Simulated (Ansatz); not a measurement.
# Co: the cost of one run

Method: DFT r²SCAN, scalar-relativistic, plane waves, PAW (the target; the first runs use scalar-relativistic PBE), in Ansatz 0.2.0.

This is Co in the fcc structure; at room conditions it is hcp.

## 1. The structure to begin with

The structure is cubic, space group Fm-3m (No. 225). Conventional cell: a = 3.542 Å, b = 3.542 Å, c = 3.542 Å, α = 90.00°, β = 90.00°, γ = 90.00°. Co (site symmetry m-3m) has 12 Co at 2.50 Å as nearest neighbours.

Coordinates:

```xyz
1
Lattice="0.0000 1.7708 1.7708 1.7708 0.0000 1.7708 1.7708 1.7708 0.0000" Properties=species:S:1:pos:R:3 pbc="T T T"
Co    0.0000    0.0000    0.0000
```

Starting moments: Co 1.50 μB.

## 2. The first run (PBE, 10×10×10 mesh)

The input, input.yaml:

```yaml
crystal:
  lattice:
    - [0.0, 1.7708472648, 1.7708472648]
    - [1.7708472648, 0.0, 1.7708472648]
    - [1.7708472648, 1.7708472648, 0.0]
  atoms:
    - { symbol: Co, position: [0.0, 0.0, 0.0], spin: 1.5 }
basis:
  ecutwfc: 420
  ecutrho_ratio: 4
kpoints:
  mp_grid: { grid: [10, 10, 10] }
hamiltonian:
  xc: pbe
scf:
  occupations: { method: gaussian, width: 0.05 }
output:
  forces: true
  stress: true
  eigenvalues: true
  populations: true
magnetization:
  spin_polarized: true
```

What time and memory should one allow on 2 threads of an Arm CPU, shared host?

About 1.5 s, with a peak of 0.26 GiB.
